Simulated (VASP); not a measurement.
Here is a VASP 6.6.1 calculation.

File INCAR:

```
SYSTEM = Hg
PREC     = Accurate       ! precision mode
ENCUT    = 520            ! plane-wave cutoff, eV
EDIFF    = 1E-7           ! SCF threshold, eV
ISMEAR   = 0              ! smearing method
SIGMA    = 0.1            ! smearing width, eV
LREAL    = .FALSE.        ! projectors in reciprocal space
LASPH    = .TRUE.         ! aspherical terms in the spheres
NELM     = 80             ! most SCF steps
ALGO     = Normal         ! electronic algorithm
ISIF     = 2              ! what is computed and relaxed
LWAVE    = .FALSE.        ! write WAVECAR
LCHARG   = .TRUE.         ! write CHGCAR
GGA      = PE             ! functional
LELF     = .TRUE.         ! ELF
LVHAR    = .TRUE.       
NBANDS   = 19             ! bands
```

Contents of KPOINTS:

```
regular mesh
0
G
  6 6 4
  0 0 0
```

POSCAR

```
Hg
1.0
    3.4618096384      0.0000000000      0.0000000000
   -1.7309048192      2.9980150899      0.0000000000
    0.0000000000      0.0000000000      5.4875482800
Hg
2
Direct
    0.6666666700      0.3333333300      0.7500000000
    0.3333333300      0.6666666700      0.2500000000
```

Potentials or basis: VASP PAW PBE potentials, release 64 (Hg).

Launch:

```bash
$ cat potpaw_PBE.64/Hg/POTCAR > POTCAR
$ mpirun -np 1 vasp_std > vasp.out
```

Predict the pressure.

1.3 GPa.

Predict the band gap on the k mesh.

none (metal or under the smearing width).

Stress tensor (GPa, compression positive):
```
1.17 0.00 0.00
0.00 1.17 0.00
0.00 0.00 1.45
```

The run has no spin-orbit coupling, so splittings on Hg are missing.
